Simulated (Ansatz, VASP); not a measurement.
# LiF: VASP beside Ansatz

```
Li F
1.0
     0.00000    4.02800    4.02800
     4.02800    0.00000    4.02800
     4.02800    4.02800    0.00000
Li F
8 8
Cartesian
  0.0000 0.0000 0.0000
  2.0140 2.0140 0.0000
  2.0140 0.0000 2.0140
  4.0280 2.0140 2.0140
  0.0000 2.0140 2.0140
  2.0140 4.0280 2.0140
  2.0140 2.0140 4.0280
  4.0280 4.0280 4.0280
  2.0140 2.0140 2.0140
  4.0280 4.0280 2.0140
  4.0280 2.0140 4.0280
  6.0420 4.0280 4.0280
  2.0140 4.0280 4.0280
  4.0280 6.0420 4.0280
  4.0280 4.0280 6.0420
  6.0420 6.0420 6.0420
```

Alike in both runs: task electric field gradients; functional PBE; k mesh 4 × 4 × 4; no spin polarisation.

```csv
,VASP,Ansatz
version,VASP 6.6.1,Ansatz 0.2.0
potentials or method,"VASP PAW PBE potentials, release 64 (Li_sv, F)","plane-wave PAW, scalar-relativistic"
plane-wave cutoff (eV),520,420
occupations,"gaussian, width 0.01 eV",fixed
valence electrons in the cell,80,80
```

```tsv
	VASP	Ansatz	Ansatz less VASP
gap on the k mesh at the Fermi level (eV)	9.09	9.09	+0.001
Vzz of the field gradient on the site that differs most (V/Å²)	0.0	0.0	-0.01
```

 A k mesh can miss the band edges.
